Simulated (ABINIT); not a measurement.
Here is an ABINIT 10.8.3 (patched build) calculation.

The input run.abi:

```
ndtset 7
getwfk -1
scalecart1 3*0.9795861087
scalecart2 3*0.9864848297
scalecart3 3*0.9932883884
scalecart4 3*1.0000000000
scalecart5 3*1.0066227096
scalecart6 3*1.0131594038
scalecart7 3*1.0196128224

pp_dirpath "./"
pseudos "P.upf, B.upf"

acell 6.0638487579 6.0638487579 6.0638487579
rprim
     0.0000000000     0.7071067812     0.7071067812
     0.7071067812     0.0000000000     0.7071067812
     0.7071067812     0.7071067812     0.0000000000
ntypat 2
znucl 15 5
natom 2
typat 1 2
xred
     0.7500000000     0.7500000000     0.7500000000
     0.0000000000     0.0000000000     0.0000000000

ecut 38.0

kptopt 1
ngkpt 10 10 10
nshiftk 1
shiftk 0.0 0.0 0.0

ixc 11

nband 8
occopt 3
tsmear 0.05 eV

nstep 100
tolvrs 1.0e-10

iomode 3
prtwf 1
prtden 0
prteig 0
prtebands 0
enunit 2
```

Potentials or basis: PseudoDojo NC SR PBE v0.4.1 standard.

Launch:

```sh
$ abinit run.abi > log 2>&1
```

Problem. What does it give for the bulk modulus?

Solution. 161 GPa.

Problem. What does it give for the pressure derivative of the bulk modulus?

Solution. 3.8.

Problem. What does it give for the equilibrium volume?

Solution. 11.75 Å³/atom.

Energy against volume, from the lowest point:
```csv
volume (Å³/atom),energy (meV/atom)
10.981,28.34
11.214,13.24
11.448,3.97
11.682,0.00
11.915,0.85
12.149,6.08
12.383,15.30
```

Caveat: pressures at fixed basis lie under the slope of the energies. PBE usually gives volumes a little too large and moduli too small.

**Measured values to compare with.**

From “Equation of state of single-crystal cubic boron phosphide”, 2014, arxiv:1407.1677, for a bulk crystal of BP at 300 K: bulk modulus 179 ± 1 GPa.

A measured bulk modulus of BP is 179 GPa (300 K; “Equation of state of single-crystal cubic boron phosphide”, 2014, arxiv:1407.1677); the calculated 161 GPa misses it by -9.9 %. 3 values of this kind are on record (173 to 179 GPa); this one was drawn at random among those near their median, those with a stated uncertainty first. The fit is for a static lattice scaled at fixed shape and fixed fractional positions.
